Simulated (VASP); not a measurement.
# Se (P3_121) in VASP: further runs

Runs on Se. Level: PBE. Tasks: single point.

All numbers are computed with VASP 6.6.1; they aren't measurements. Logs are shortened: lines on timing, memory, paths and dates and some standing lists are left out, and cuts for length are marked.

## (1) The structure

Symmetry: P3_121, No. 152, trigonal system. Conventional cell: a = 4.366 Å, b = 4.366 Å, c = 4.954 Å, α = 90.00°, β = 90.00°, γ = 120.00°. Se (site symmetry 2) is surrounded by 2 Se at 2.37 Å.

## (2) Single point, PBE, spin-orbit coupling, no magnetisation

Input file INCAR:

```
PREC = Accurate
ENCUT = 650
EDIFF = 1E-7
ISMEAR = 0
SIGMA = 0.02
LREAL = F
LASPH = T
NELM = 100
ALGO = Normal
ISIF = 2
LWAVE = F
LCHARG = F
MAGMOM = 0 0 0 0 0 0 0 0 0
LORBIT = 11
LSORBIT = T
GGA_COMPAT = F
GGA = PE
NBANDS = 34
```

Input file KPOINTS:

```
Automatic mesh
0
Gamma
  6 6 5
```

Input file POSCAR:

```
Se
1.0
    4.3662000000      0.0000000000      0.0000000000
   -2.1831000000      3.7812401180      0.0000000000
    0.0000000000      0.0000000000      4.9536000000
Se
3
Direct
    0.7746000000      0.7746000000      0.0000000000
    0.0000000000      0.2254000000      0.6666666667
    0.2254000000      0.0000000000      0.3333333333
```

Potentials or basis: VASP PAW PBE potentials, release 64 (Se).

Launch:

```
> cat potpaw_PBE.64/Se/POTCAR > POTCAR
> mpirun -np 1 vasp_ncl > vasp.out
```

OUTCAR:

```text
PREC = Accurate
   ENCUT = 650
   EDIFF = 1E-7
   ISMEAR = 0
   LREAL = F
   LASPH = T
   NELM = 100
   ISIF = 2
   LORBIT = 11
   LSORBIT = T
   GGA = PE

 Found     38 irreducible k-points:

 Following reciprocal coordinates:
            Coordinates               Weight
  0.000000  0.000000  0.000000      1.000000
  0.166667  0.000000  0.000000      6.000000
  0.333333  0.000000  0.000000      6.000000
  0.500000  0.000000  0.000000      3.000000
  0.166667  0.166667  0.000000      3.000000
 -0.166667 -0.166667  0.000000      3.000000
   k-points           NKPTS =     38   k-points in BZ     NKDIM =     38   number of bands    NBANDS=     34
   number of dos      NEDOS =    301   number of ions     NIONS =      3
   total plane-waves  NPLWV =  54432
   dimension x,y,z NGX =    36 NGY =   36 NGZ =   42
   dimension x,y,z NGXF=    72 NGYF=   72 NGZF=   84
   ions per type =               3
   NGX,Y,Z   is equivalent  to a cutoff of  13.71, 13.71, 14.10 a.u.
   NGXF,Y,Z  is equivalent  to a cutoff of  27.41, 27.41, 28.19 a.u.
 SYSTEM =  unknown system
   PREC   = accura    normal or accurate (medium, high low for compatibility)
   ISTART =      0    job   : 0-new  1-cont  2-samecut
   ICHARG =      2    charge: 1-file 2-atom 10-const
   ISPIN  =      1    spin polarized calculation?
   LNONCOLLINEAR =      T non collinear calculations
   LSORBIT =      T    spin-orbit coupling
   LASPH  =      T    aspherical Exc in radial PAW
   ENCUT  =  650.0 eV  47.77 Ry    6.91 a.u.   9.08  9.08 10.30*2*pi/ulx,y,z
   NELM   =    100;   NELMIN=  2; NELMDL= -5     # of ELM steps
   EDIFF  = 0.1E-06   stopping-criterion for ELM
   LREAL  =      F    real-space projection
   EDIFFG = 0.1E-05   stopping-criterion for IOM
   NSW    =      0    number of steps for IOM
   IBRION =     -1    ionic relax: 0-MD 1-quasi-New 2-CG
   NFREE  =      0    steps in history (QN), initial steepest desc. (CG)
   ISIF   =      2    stress and relaxation
   ISYM   =      2    0-nonsym 1-usesym 2-fastsym
   POTIM  = 0.5000    time-step for ionic-motion
   TEBEG  =    0.0;   TEEND  =   0.0 temperature during run
   PSTRESS=    0.0 pullay stress
   NELECT =      18.0000    total number of electrons
   NUPDOWN=      -1.0000    fix difference up-down
   EMIN   =  10.00;   EMAX   =-10.00  energy-range for DOS
   EFERMI =   0.00;   METHOD = LEGACY
   ISMEAR =     0;   SIGMA  =   0.02  broadening in eV -4-tet -1-fermi 0-gaus
   EFERMI_NEDOS =   21; number of points for ismear=-14 and -15
   IALGO  =     38    algorithm
   IMIX   =      4    mixing-type and parameters
     AMIX     =   0.40;   BMIX     =  1.00
     AMIX_MAG =   1.60;   BMIX_MAG =  1.00
  volume/ion in A,a.u.               =      27.26       183.96
  Fermi-wavevector in a.u.,A,eV,Ry     =   0.988430  1.867862 13.292817  0.976995
[... 247 lines left out ...]
  in kB       23.6047846     23.6047846     42.2436910      0.0000000      0.0000000      0.0000000
  external PRESSURE =      29.8177534 kB  Pullay stress =       0.0000000 kB

 VOLUME and BASIS-vectors are now :
 -----------------------------------------------------------------------------
  energy-cutoff  :      650.00
  volume of cell :       81.78
      direct lattice vectors                 reciprocal lattice vectors
     4.366200000  0.000000000  0.000000000     0.229032110  0.132231751  0.000000000
    -2.183100000  3.781240118  0.000000000     0.000000000  0.264463501  0.000000000
     0.000000000  0.000000000  4.953600000     0.000000000  0.000000000  0.201873385

 POSITION                                       TOTAL-FORCE (eV/Angst)
 -----------------------------------------------------------------------------------
      1.69103      2.92895      0.00000        -0.222806     -0.385912     -0.000000
     -0.49207      0.85229      3.30240        -0.222806      0.385912     -0.000000
      0.98414      0.00000      1.65120         0.445613     -0.000000      0.000000
 -----------------------------------------------------------------------------------
    total drift:                               -0.000000     -0.000000      0.000000

  FREE ENERGIE OF THE ION-ELECTRON SYSTEM (eV)
  ---------------------------------------------------
  free  energy   TOTEN  =       -10.5374985218 eV

  energy  without entropy=      -10.5374985218  energy(sigma->0) =      -10.53749852

 Spin-Orbit-Coupling matrix elements

 Ion:    1  E_soc:     -0.0451066
 l=   1
     0.0000000    -0.0072861    -0.0075360
    -0.0072861     0.0000000    -0.0077324
    -0.0075360    -0.0077324     0.0000000
 l=   2
     0.0000000     0.0000015     0.0000000     0.0000001     0.0000026
     0.0000015     0.0000000    -0.0000029    -0.0000009     0.0000017
     0.0000000    -0.0000029     0.0000000    -0.0000010     0.0000000
     0.0000001    -0.0000009    -0.0000010     0.0000000     0.0000001
     0.0000026     0.0000017     0.0000000     0.0000001     0.0000000
 l=   3
     0.0000000     0.0000000     0.0000000     0.0000000     0.0000000     0.0000000     0.0000000
     0.0000000     0.0000000     0.0000000     0.0000000     0.0000000     0.0000000     0.0000000
     0.0000000     0.0000000     0.0000000     0.0000000     0.0000000     0.0000000     0.0000000
     0.0000000     0.0000000     0.0000000     0.0000000     0.0000000     0.0000000     0.0000000
[... 29 lines left out ...]
 l=   2
     0.0000000    -0.0000005     0.0000000     0.0000023     0.0000026
    -0.0000005     0.0000000    -0.0000001    -0.0000009    -0.0000008
     0.0000000    -0.0000001     0.0000000    -0.0000038     0.0000000
     0.0000023    -0.0000009    -0.0000038     0.0000000     0.0000024
     0.0000026    -0.0000008     0.0000000     0.0000024     0.0000000
 l=   3
     0.0000000     0.0000000     0.0000000     0.0000000     0.0000000     0.0000000     0.0000000
     0.0000000     0.0000000     0.0000000     0.0000000     0.0000000     0.0000000     0.0000000
     0.0000000     0.0000000     0.0000000     0.0000000     0.0000000     0.0000000     0.0000000
     0.0000000     0.0000000     0.0000000     0.0000000     0.0000000     0.0000000     0.0000000
     0.0000000     0.0000000     0.0000000     0.0000000     0.0000000     0.0000000     0.0000000
     0.0000000     0.0000000     0.0000000     0.0000000     0.0000000     0.0000000     0.0000000
     0.0000000     0.0000000     0.0000000     0.0000000     0.0000000     0.0000000     0.0000000

 total charge

# of ion       s       p       d       tot
------------------------------------------
    1        1.512   2.184   0.058   3.754
    2        1.512   2.184   0.058   3.754
    3        1.512   2.184   0.058   3.754
--------------------------------------------------
tot          4.537   6.551   0.174  11.263

 magnetization (x)

# of ion       s       p       d       tot
------------------------------------------
    1       -0.000  -0.000  -0.000  -0.000
    2       -0.000  -0.000  -0.000  -0.000
    3        0.000   0.000   0.000   0.000
--------------------------------------------------
tot          0.000  -0.000   0.000  -0.000

 magnetization (y)

# of ion       s       p       d       tot
------------------------------------------
    1       -0.000  -0.000  -0.000  -0.000
    2        0.000   0.000   0.000   0.000
    3       -0.000   0.000  -0.000   0.000
--------------------------------------------------
tot         -0.000   0.000  -0.000   0.000

 magnetization (z)

# of ion       s       p       d       tot
------------------------------------------
    1        0.000   0.000  -0.000  -0.000
    2        0.000   0.000   0.000   0.000
    3        0.000   0.000   0.000   0.000
--------------------------------------------------
tot          0.000   0.000  -0.000   0.000
```

stdout:

```text
POSCAR found type information on POSCAR Se
 POSCAR found :  1 types and       3 ions
 scaLAPACK will be used
 LDA part: xc-table for (Slater+PW92), standard interpolation
 POSCAR, INCAR and KPOINTS ok, starting setup
 FFT: planning ... GRIDC
 FFT: planning ... GRID_SOFT
 FFT: planning ... GRID
 WAVECAR not read
 entering main loop
```

It took 1.7 min on 1 thread of Intel Xeon 6975P-C (Granite Rapids), shared host; peak memory 0.54 GiB.

These settings aren't checked as converged: the numbers below hold their error.

What came out:

| Quantity | Value |
| --- | --- |
| Free energy | -10.5375 eV |
| Pressure | 3.0 GPa |
| Largest force | 0.446 eV/Å |
| Valence electrons inside the program's atomic spheres | Se 3.75 |

(Continued in part 2 of 2.)
